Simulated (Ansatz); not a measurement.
# SiC: band gap under strain

Aim: follow the gap of SiC in the zincblende structure through these states: -2.0 % biaxial strain in x and y, free along z; -1.0 % biaxial strain in x and y, free along z; +1.0 % biaxial strain in x and y, free along z. The table at the end shows which levels were run.

The runs shown are made with Ansatz 0.2.0. PAW datasets, plane waves. Calculated at 0 K for a non-magnetic cell.

### Step 1. The structure to begin with

The unstrained cell was relaxed with r2SCAN; in each strained cell the atoms were relaxed again with r2SCAN. Names of k-points are those of the unstrained zone, where strain can split equivalent points. First state: -2.0 % biaxial strain in x and y, free along z.

The symmetry is I-4m2 (No. 119, tetragonal); conventional cell a = 3.019 Å, c = 4.412 Å, 10.05 Å³ an atom. Near Si stand 4 C at 1.87 Å; near C stand 4 Si at 1.87 Å.

Structure file:

```cif
data_structure
_symmetry_space_group_name_H-M 'I-4m2'
_symmetry_Int_Tables_number 119
_cell_length_a 3.0186
_cell_length_b 3.0186
_cell_length_c 4.4117
_cell_angle_alpha 90.000
_cell_angle_beta 90.000
_cell_angle_gamma 90.000
_cell_volume 40.20
loop_
_atom_site_label
_atom_site_type_symbol
_atom_site_symmetry_multiplicity
_atom_site_Wyckoff_symbol
_atom_site_fract_x
_atom_site_fract_y
_atom_site_fract_z
_atom_site_occupancy
Si1 Si 2 a 0.00000 0.00000 0.00000 1
C1 C 2 d 0.50000 0.00000 0.25000 1
```

From earlier runs on the unstrained cell: PBE 1.36 eV, r2SCAN 1.71 eV, HSE06 2.23 eV, G0W0 2.17 eV (on its mesh); a = 4.356 Å.

### Step 2. -2.0 % biaxial strain in x and y, free along z: PBE

input.yaml

```yaml
crystal:
  lattice:
    - [0.0, 2.134491304, 2.2058695875]
    - [2.134491304, 0.0, 2.2058695875]
    - [2.134491304, 2.134491304, 0.0]
  atoms:
    - { symbol: Si, position: [0.0, 0.0, 0.0] }
    - { symbol: C, position: [0.25, 0.25, 0.25] }
kpoints:
  mp_grid: { grid: [10, 10, 10] }
  band_path:
    path:
      - [0.0, 0.0, 0.0]
      - [-0.5, -0.5, 0.0]
      - [-0.375, -0.375, 0.25]
      - [-0.375, 0.0, 0.375]
      - [0.0, 0.0, 0.5]
      - [-0.5, -0.25, 0.25]
      - [0.0, 0.5, 0.5]
    npoints: 1
hamiltonian:
  xc: pbe
scf:
  occupations: { method: fermi_dirac, width: 0.02 }
  n_extra_bands: 4
output:
  forces: true
  stress: true
  eigenvalues: true
```

Command:

```
$ ansatz run input.yaml --threads 2 --pin off --max-ram 20275MiB --backend cpu --events-out ev --progress --plain --runs-dir out
```

After this run come: -2.0 % biaxial strain in x and y, free along z: r2SCAN; -2.0 % biaxial strain in x and y, free along z: HSE06; -2.0 % biaxial strain in x and y, free along z: r2SCAN; -2.0 % biaxial strain in x and y, free along z: G0W0@PBE; -1.0 % biaxial strain in x and y, free along z: PBE; -1.0 % biaxial strain in x and y, free along z: r2SCAN; -1.0 % biaxial strain in x and y, free along z: HSE06; -1.0 % biaxial strain in x and y, free along z: r2SCAN; -1.0 % biaxial strain in x and y, free along z: G0W0@PBE; +1.0 % biaxial strain in x and y, free along z: PBE; +1.0 % biaxial strain in x and y, free along z: r2SCAN; +1.0 % biaxial strain in x and y, free along z: HSE06; +1.0 % biaxial strain in x and y, free along z: r2SCAN; +1.0 % biaxial strain in x and y, free along z: G0W0@PBE.

**Question.** What will these runs give?

**Answer**, as computed:

Least gap in eV (negative: overlap), with the change from the unstrained cell in brackets. G0W0 is on its own coarse mesh.

```
                                         state  volume change (%)           PBE        r2SCAN         HSE06          G0W0
-2.0 % biaxial strain in x and y, free along z               -2.7  1.15 (-0.21)  1.51 (-0.20)  2.03 (-0.20)  1.98 (-0.19)
-1.0 % biaxial strain in x and y, free along z               -1.4  1.26 (-0.10)  1.61 (-0.10)  2.13 (-0.10)  2.08 (-0.09)
+1.0 % biaxial strain in x and y, free along z               +1.4  1.20 (-0.16)  1.55 (-0.16)  2.06 (-0.17)  2.00 (-0.17)
```

In words: With HSE06, of the states in the table -2.0 % biaxial strain in x and y, free along z shifts the gap most, by -0.201 eV. PBE and HSE06 differ by 0.87 eV on the unstrained gap, and by at most 0.01 eV on its change: PBE follows the response to strain far better than the gap itself. The G0W0 figures hold for the stated bands, cutoff and mesh and aren't extrapolated.
